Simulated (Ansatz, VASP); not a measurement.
**Ge in VASP and in Ansatz**

```
Ge
1.0
     5.07038    0.00000    0.00000
    -2.53519    4.39108    0.00000
     0.00000    0.00000    2.90935
Ge
3
Direct
  0.00000 0.00000 0.00000
  0.33333 0.66667 0.50000
  0.66667 0.33333 0.50000
```

Alike in both runs: functional BLYP; k mesh 8 × 8 × 11; occupations fermi-dirac, width 0.1 eV; no spin polarisation.

Ansatz relaxed the structure, and its values are those at the end. VASP's run is a single point on that final structure, the one shown.

|  | VASP | Ansatz |
| --- | --- | --- |
| version | VASP 6.6.1 | Ansatz 0.2.0 |
| potentials or method | VASP PAW PBE potentials, release 64 (Ge_d) | plane waves (420 eV) with PAW, scalar-relativistic |
| plane-wave cutoff (eV) | 520 | 420 |
| valence electrons in the cell | 42 | 42 |

VASP gave:

```
pressure (GPa) : -0.3
```

**Question.** What did Ansatz give for the same quantities?

**Answer.** Pressure (GPa): 0.0.

Caveats: the PAW data sets were made with another functional, which shifts forces and pressure a little (VASP).
